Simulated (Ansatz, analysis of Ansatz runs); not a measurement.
# MgH2(010): segregation of V_H

How does the energy of V_H change with depth under the (010) face of MgH2? Model: a cell of 96 host atoms with 1 H taken out, a symmetric slab with vacuum.

Main program and level: Ansatz 0.2.0; plane-wave PAW DFT, PBE and LDA; a slab with vacuum, neutral defects.

### 1. The starting structure

The cell holds 95 atoms: 32 Mg and 63 H. Cell: a = 8.958 Å, b = 10.785 Å, c = 22.000 Å, α = 90.0°, β = 90.0°, γ = 90.0°. It derives from MgH2 (space group Pbcn), repeated 2×2×1. Vacuum lies along c. Nearest the centre at fractional (0.605, 0.470, 0.708): Mg6 at 1.84 Å, Mg78 at 1.87 Å, H69 at 2.72 Å, H93 at 2.72 Å, H65 at 2.74 Å, H95 at 2.74 Å, H17 at 2.77 Å, H66 at 3.12 Å.

The cell's shortest repeat is 9.0 Å.

### 2. The clean slab

The slab is cut stoichiometric, symmetric and without a dipole, at the in-plane lattice of the database's bulk structure, and all its atoms relax. Miller indices refer to pymatgen's conventional standard cell, whose axes can be ordered otherwise than in the space-group symbol.

slab/input.yaml reads:

```yaml
crystal:
  lattice:
    - [4.479072, 0.0, 0.0]
    - [0.0, 5.392622, 0.0]
    - [0.0, 0.0, 22.0]
  atoms:
    - { symbol: Mg, position: [0.5, 0.8315276, 0.3331078] }
    - { symbol: Mg, position: [1.0, 0.6684724, 0.4443693] }
    - { symbol: Mg, position: [0.5, 0.1684724, 0.4443693] }
    - { symbol: Mg, position: [1.0, 0.3315276, 0.3331078] }
    - { symbol: Mg, position: [0.5, 0.8315276, 0.5556307] }
    - { symbol: Mg, position: [1.0, 0.6684724, 0.6668922] }
    - { symbol: Mg, position: [0.5, 0.1684724, 0.6668922] }
    - { symbol: Mg, position: [1.0, 0.3315276, 0.5556307] }
    - { symbol: H, position: [0.7276925, 0.8910687, 0.4065821] }
    - { symbol: H, position: [0.2276925, 0.6089313, 0.370895] }
    - { symbol: H, position: [0.7723075, 0.6089313, 0.2953207] }
    - { symbol: H, position: [0.2723075, 0.8910687, 0.4821564] }
    - { symbol: H, position: [0.7276925, 0.1089313, 0.2953207] }
    - { symbol: H, position: [0.2276925, 0.3910687, 0.4821564] }
    - { symbol: H, position: [0.7723075, 0.3910687, 0.4065821] }
    - { symbol: H, position: [0.2723075, 0.1089313, 0.370895] }
    - { symbol: H, position: [0.7276925, 0.8910687, 0.629105] }
    - { symbol: H, position: [0.2276925, 0.6089313, 0.5934179] }
    - { symbol: H, position: [0.7723075, 0.6089313, 0.5178436] }
    - { symbol: H, position: [0.2723075, 0.8910687, 0.7046793] }
    - { symbol: H, position: [0.7276925, 0.1089313, 0.5178436] }
    - { symbol: H, position: [0.2276925, 0.3910687, 0.7046793] }
    - { symbol: H, position: [0.7723075, 0.3910687, 0.629105] }
    - { symbol: H, position: [0.2723075, 0.1089313, 0.5934179] }
basis:
  ecutwfc: 420
  xc_grid: 2
hamiltonian:
  xc: pbe
kpoints:
  mp_grid: { grid: [4, 4, 1] }
scf:
  occupations: { method: fermi_dirac, width: 0.01 }
  max_iter: 80
relax:
  f_tol: 0.01
  max_steps: 100
  random_displacement: { amplitude: 0.03, seed: 1350 }
output:
  forces: true
  eigenvalues: true
```

On the command line:

```console
ansatz run input.yaml --threads 4 --pin off --max-ram 15073MiB --backend cpu --events-out ev --progress --plain --runs-dir out
```

Numbers of over 12 decimals in the logs are rounded to 6 here.

What it wrote:

```text
[... repeated set-up lines and file paths are left out, and long positions are rounded to six places ...]
The last accepted step is kept in <dir> (removed where the run ends without a failure and the disk answers)
Engine: ansatz 0.2.0, aarch64-unknown-linux-gnu
Pseudopotentials: kind: paw
Pseudopotential: Mg, paw, valence charge 10, recommended cutoff 420 eV (normal), Mg.paw.azcp
Pseudopotential: H, paw, valence charge 1, recommended cutoff 420 eV (normal), H.paw.azcp
Functional definition: PBE
  parameter kappa = 0.804
  parameter beta = 0.066725
  exchange = pbe_x(kappa = kappa, mu = beta*pi^2/3)
  correlation = pbe_c(beta = beta)
Crystal: 24 atoms, lattice volume = 531.387 Å³
Basis set: ecut = 420 eV, 10413 PW (Γ), exchange–correlation on 60×80×300 points (8 copies of the dense FFT grid, shifted against one another)
Bands: 72, of which v1, the nominal top of the filled ones, is band 48 counted from 1 (47 counted from 0)
Symmetry: 1 space group operations
k-points: 10 of 16 (time reversal used)
Non-local potential: Mg, projectors of the file, l = 0: 3, l = 1: 2, l = 2: 1
Non-local potential: H, projectors of the file, l = 0: 2, l = 1: 1
PAW form: soft (Blöchl's): semilocal exchange-correlation on the pseudo side does not see the compensation charge
PAW one-centre angular grid: Mg, 110 points (default); XC on 64 Gauss nodes
PAW one-centre angular grid: H, 110 points (default); XC on 64 Gauss nodes
Initial density: superposition of atomic densities (neutral atoms: chi_scale 0, normalization atom), corrected by the library's trained network
Initial wavefunctions: pseudopotential atomic-orbital guess
Functional: x = pbe(κ = 0.804, μ = 0.219515), c = pbe(β = 0.066725)
SCF iter   1: F=—  HF=-15646.379969 eV  |F-HF|=—  |Δ(HF+E_count)|=         —  Δρ=9.27e-4  dr2=1.22e-2  ethr=1.77e-3  ⟨swp⟩=7.9  Hψ=3336  notcnv=0  defer=65
preconditioner: auto → Resta (q_TF=auto, 2.051 Å⁻¹)  ε∞=2.0  [insulator: Δε(μ)=2.247 eV  Ē_g=8.907 eV  σ=0.010 eV  W_gap=1.00  n_scr=86 (ndim 8)  ℏωp=9.1 eV  f_vac=0.495  D(μ)=0.00/eV (n_scr^D=0)  ε∞_Penn≈2.0  vacuum switching on, ρ_ref=5.8e-3 e/Å³]
SCF iter   2: F=—  HF=-15646.381027 eV  |F-HF|=—  |Δ(HF+E_count)|=   1.06e-3  Δρ=4.52e-4  dr2=1.99e-3  ethr=1.27e-5  ⟨swp⟩=3.0  Hψ=1091  notcnv=0  defer=186
SCF iter   3: F=—  HF=-15646.382495 eV  |F-HF|=—  |Δ(HF+E_count)|=   1.47e-3  Δρ=1.91e-4  dr2=3.04e-4  ethr=2.08e-6  ⟨swp⟩=2.4  Hψ=731  notcnv=0  defer=186
SCF iter   4: F=—  HF=-15646.382832 eV  |F-HF|=—  |Δ(HF+E_count)|=   3.37e-4  Δρ=3.78e-5  dr2=8.06e-6  ethr=3.16e-7  ⟨swp⟩=2.3  Hψ=767  notcnv=0  defer=186
iter 5 did not close the SCF: its close was put off for the readings that it lacked (scf_convergence_deferred on its scf_iter line)
[...]
Internal energy: -15646.960424 eV  (E = F + TS)
E sigma→0 (E₀):  -15646.960424 eV
Fermi energy:    -0.298148 eV
--- Per-component energies (eV) ---
  E_band       = -3415.875798
  E_kinetic    = 828.037194
  E_local      = -53157.789326  (includes V_loc(G=0)·N_el)
  E_nonlocal   = 784.426150
  E_hartree    = 24425.256840
  E_xc         = -378.143055
  E_vxc        = -487.816520  (∫ρ·V_xc dr)
  E_paw        = -2346.792768  (= ΣΔE_a)
  E_vpaw       = -233.216071  (= ΣTr[D̂ρ^β])
  E_aug_tail   = -0.020166  (compensation charges beyond the density's cutoff)
  E_ewald      = 14198.064707
  E_smearing   = -0.000000  (= −TS)
  E_closure    = -0.000000  (closes the sum)
  Σ components = -15646.960424   (vs F -15646.960424, Δ=0.00e0)
--- Forces (eV/Å), atoms counted from 1 ---
  atom   1  Mg    -0.00210617    -0.00075123     0.00178352
  atom   2  Mg     0.00050531     0.00106552    -0.00254413
  atom   3  Mg    -0.00055196    -0.00007596    -0.00147418
  atom   4  Mg     0.00195684     0.00025322     0.00106127
  atom   5  Mg     0.00117297    -0.00059894     0.00117126
  atom   6  Mg    -0.00272803     0.00098280    -0.00053364
  atom   7  Mg     0.00224116     0.00047833    -0.00049978
  atom   8  Mg    -0.00085154    -0.00102557     0.00172216
[...]
atom  21  H     -0.00259481    -0.00350977    -0.00177309
  atom  22  H     -0.00156304    -0.00079437     0.00068090
  atom  23  H      0.00266360    -0.00073932     0.00102209
  atom  24  H     -0.00127616     0.00001167    -0.00069663
  max |Σ_I F_I| component: 8.75e-6 eV/Å
--- Band table (eV; the first three rows and the last of 10) ---
  k-point 0: bands = ["-76.0895", "-76.0886", "-76.0882", "-76.0879", [... 64 left out ...] "6.1683", "6.5816", "6.5836", "6.9499"]
  k-point 1: bands = ["-76.0894", "-76.0888", "-76.0882", "-76.0879", [... 64 left out ...] "6.2533", "6.3045", "6.3097", "6.6530"]
  [... further k-points left out ...]
--- Relaxed structure (7 steps of the walk, 6 accepted, 0 SCFs on fresh bases) ---
  F+E_penalty+E_count = -15646.96042390 eV   max|allowed force component| = 3.893e-3 eV/Å
  atoms:
    - { symbol: Mg, position: [0.545570, 0.824947, 0.332111] }
    - { symbol: Mg, position: [1.007842, 0.661694, 0.443582] }
    - { symbol: Mg, position: [0.489000, 0.161738, 0.443581] }
    - { symbol: Mg, position: [0.951252, 0.324923, 0.332111] }
    - { symbol: Mg, position: [0.507841, 0.836311, 0.556793] }
    - { symbol: Mg, position: [1.045621, 0.673108, 0.668259] }
    - { symbol: Mg, position: [0.451246, 0.173112, 0.668254] }
    - { symbol: Mg, position: [0.989010, 0.336346, 0.556795] }
    - { symbol: H, position: [0.728745, 0.885676, 0.409006] }
    - { symbol: H, position: [0.204699, 0.622398, 0.363558] }
    - { symbol: H, position: [0.708994, 0.557025, 0.292374] }
    - { symbol: H, position: [0.271057, 0.888322, 0.482170] }
    - { symbol: H, position: [0.787799, 0.057012, 0.292366] }
    - { symbol: H, position: [0.225907, 0.388425, 0.482188] }
    - { symbol: H, position: [0.767959, 0.385770, 0.408987] }
    - { symbol: H, position: [0.292203, 0.122439, 0.363557] }
[...]
- { symbol: H, position: [0.725791, 0.109704, 0.518204] }
    - { symbol: H, position: [0.287884, 0.441070, 0.708001] }
    - { symbol: H, position: [0.792093, 0.375689, 0.636808] }
    - { symbol: H, position: [0.268082, 0.112329, 0.591365] }
[key lines of the parts left out:]
SCF converged after 5 iterations
Free energy (F): -15646.960424 eV
```

The job ended after 49 s (4 threads of Arm Neoverse V2, shared host; peak memory 1.1 GiB; 3.2 min of CPU time).

The steps of the relaxation:

```
step  energy less that of the first step (eV)  largest force component (eV/Å)
   1                                   0.0000                          1.0279
   2                                  -0.4475                          0.2792
   3                                  -0.5425                          0.0591
   4                                  -0.5752                          0.0243
   5                                  -0.5629                          0.1588
   6                                  -0.5774                          0.0036
   7                                  -0.5776                          0.0039
```

Relaxation step 5 was tried and not accepted.

The atoms that moved most (Å, from the sites as typed, ahead of the random displacement, the mean shift of all atoms taken out):

```
atom      dx      dy      dz  length
 H22   0.277   0.275   0.069   0.396
 H20  -0.276   0.275   0.069   0.396
 H11  -0.277  -0.275  -0.069   0.396
 H13   0.276  -0.275  -0.069   0.396
 Mg6   0.211   0.030   0.026   0.215
 Mg4  -0.211  -0.030  -0.026   0.215
 Mg7  -0.211   0.030   0.026   0.215
 Mg1   0.211  -0.030  -0.026   0.215
```

Final coordinates:

```xyz
24
Lattice="4.4791 0.0000 0.0000 0.0000 5.3926 0.0000 0.0000 0.0000 22.0000" Properties=species:S:1:pos:R:3
Mg    2.4436    4.4486    7.3064
Mg    4.5142    3.5683    9.7588
Mg    2.1903    0.8722    9.7588
Mg    4.2607    1.7522    7.3064
Mg    2.2747    4.5099   12.2494
Mg    4.6834    3.6298   14.7017
Mg    2.0212    0.9335   14.7016
Mg    4.4298    1.8138   12.2495
H     3.2641    4.7761    8.9981
H     0.9169    3.3564    7.9983
H     3.1756    3.0038    6.4322
H     1.2141    4.7904   10.6077
H     3.5286    0.3074    6.4321
H     1.0119    2.0946   10.6081
H     3.4397    2.0803    8.9977
H     1.3088    0.6603    7.9983
H     3.1559    4.7215   14.0102
H     1.0252    3.3018   13.0105
H     3.4532    3.2874   11.4001
H     0.9362    5.0747   15.5761
H     3.2509    0.5916   11.4005
H     1.2895    2.3785   15.5760
H     3.5478    2.0259   14.0098
H     1.2008    0.6057   13.0100
```

With the common shift taken out, atoms move by up to 0.40 Å from the bulk-cut sites, and by up to 0.17 Å along the normal.

On a dense mesh the slab's energy differs by under 1 meV an atom, so the sampling is kept; the layers are compared at one sampling, where most of this error should cancel, which was not tested.

### 3. Does the supercell reconstruct?

The clean supercell is relaxed from displaced atoms, since a reconstruction that only the larger cell allows would otherwise be counted to the defect.

pristine.relax/input.yaml reads:

```yaml
crystal:
  lattice:
    - [8.958144, 0.0, 0.0]
    - [0.0, 10.785244, 0.0]
    - [0.0, 0.0, 22.0]
  atoms:
    - { symbol: Mg, position: [0.27278485, 0.41247337, 0.33211114] }
    - { symbol: Mg, position: [0.50392116, 0.33084712, 0.44358215] }
    - { symbol: Mg, position: [0.24449975, 0.08086916, 0.44358104] }
    - { symbol: Mg, position: [0.47562609, 0.16246156, 0.33211083] }
[... 86 atom lines left out ...]
    - { symbol: H, position: [0.88547958, 0.80480816, 0.51818731] }
    - { symbol: H, position: [0.60451182, 0.97052058, 0.7080057] }
    - { symbol: H, position: [0.8628953, 0.5548521, 0.51820406] }
    - { symbol: H, position: [0.64394221, 0.72053495, 0.70800078] }
    - { symbol: H, position: [0.89604675, 0.68784456, 0.63680787] }
    - { symbol: H, position: [0.63404116, 0.55616437, 0.59136538] }
basis:
  ecutwfc: 420
  xc_grid: 2
hamiltonian:
  xc: pbe
kpoints:
  mp_grid: { grid: [2, 2, 1] }
scf:
  occupations: { method: fermi_dirac, width: 0.01 }
  max_iter: 80
output:
  forces: true
relax:
  f_tol: 0.015
  max_steps: 80
  random_displacement: { amplitude: 0.05, seed: 1359 }
```

What it wrote:

```text
[...]
Crystal: 96 atoms, lattice volume = 2125.547 Å³
Basis set: ecut = 420 eV, 41501 PW (Γ), exchange–correlation on 120×150×300 points (8 copies of the dense FFT grid, shifted against one another)
Bands: 288, of which v1, the nominal top of the filled ones, is band 192 counted from 1 (191 counted from 0)
Symmetry: 1 space group operations
k-points: 4
[...]
SCF iter   1: F=—  HF=-62587.280701 eV  |F-HF|=—  |Δ(HF+E_count)|=         —  Δρ=8.33e-4  dr2=2.98e-2  ethr=1.77e-3  ⟨swp⟩=7.8  Hψ=5325  notcnv=0  defer=168
[...]
SCF iter   6: F=-62587.289069 eV  HF=-62587.289069 eV  |F-HF|=3.43e-7  |Δ(HF+E_count)|=   3.25e-6  Δρ=2.10e-6  dr2=1.23e-7  ethr=4.97e-10  ⟨swp⟩=2.0  Hψ=3035  notcnv=0
SCF 1 converged in 6 iterations: F = -62587.289069 eV  dr2 = 1.23e-7
[...]
- { symbol: Mg, position: [0.225068, 0.086646, 0.668081] }
    - { symbol: Mg, position: [0.493743, 0.168164, 0.556614] }
    - { symbol: H, position: [0.363641, 0.443047, 0.408913] }
    - { symbol: H, position: [0.101640, 0.311337, 0.363415] }
    - { symbol: H, position: [0.354225, 0.278806, 0.292257] }
    - { symbol: H, position: [0.134864, 0.444399, 0.482106] }
    - { symbol: H, position: [0.392816, 0.028723, 0.292328] }
    - { symbol: H, position: [0.112198, 0.194469, 0.482078] }
    - { symbol: H, position: [0.383321, 0.192999, 0.408912] }
    - { symbol: H, position: [0.145261, 0.061316, 0.363489] }
[...]
- { symbol: Mg, position: [0.753141, 0.918176, 0.556657] }
    - { symbol: Mg, position: [1.021959, 0.836739, 0.668090] }
    - { symbol: Mg, position: [0.725013, 0.586684, 0.668113] }
    - { symbol: Mg, position: [0.993664, 0.668111, 0.556656] }
[...]
- { symbol: H, position: [0.862117, 0.554808, 0.518010] }
    - { symbol: H, position: [0.643248, 0.720645, 0.707865] }
    - { symbol: H, position: [0.895353, 0.687821, 0.636626] }
    - { symbol: H, position: [0.633326, 0.556185, 0.591229] }
[key lines of the parts left out:]
SCF converged after 5 iterations
Free energy (F): -62587.841734 eV
Fermi energy:    -0.298106 eV
```

It took 2.1 min on 4 threads; peak memory 8.6 GiB.

Atoms end at most 0.01 Å from the small cell's positions, so the small cell's structure is at least a local minimum.

(Part 1 of 3 ends here.)

[Logs are printed without paths, hosts, clocks, repeated set-up lines and the standing remarks that a program may print on its own settings, such as how far it seeks lower states.]

[Hosts, paths, dates, database ids (printed as entryN), source tags and the programs' standing remarks are cut or masked in the printed files.]

[Maps of the electrostatic potential energy from Ansatz leave out the sawtooth potential of an applied field or a dipole correction, so their vacuum need not be flat.]
